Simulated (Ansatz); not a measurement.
C, 2 atoms in the cell. Symmetry: C2/m, No. 12, monoclinic system. The conventional cell has a = 4.255 Å, b = 2.457 Å, c = 3.765 Å, α = 90.00°, β = 111.49°, γ = 90.00°. Around C (site symmetry m) lie 3 C at 1.42 Å. This is a stacking variant of graphite.

```yaml
Program: Ansatz 0.2.0
Task: single point
Functional: PBE
Potentials_or_basis: all-electron PAW datasets made for the crystal
Cutoff: 600 eV (chosen from the basis error)
k_mesh: 8 × 8 × 4
Occupations: fermi-dirac, width 0.05 eV
Spin: no spin polarisation
```

Potentials or basis: all-electron PAW datasets made for the crystal.

Command:

```bash
$ ansatz run input.yaml --threads 1 --pin off --max-ram 3072MiB --backend cpu --events-out ev --progress --plain --runs-dir out
```

Hardware: 1 thread of Intel(R) Xeon(R) Processor @ 2.50GHz (Skylake/Cascade Lake), with other jobs on the host.

Question: How long does it take, and how much memory?

Answer: It took 12 s on 1 thread of Intel(R) Xeon(R) Processor @ 2.50GHz (Skylake/Cascade Lake), with other jobs on the host, peak memory 0.35 GiB. Counts: scf iterations 7, plane waves 605, k points 78, bands 8.
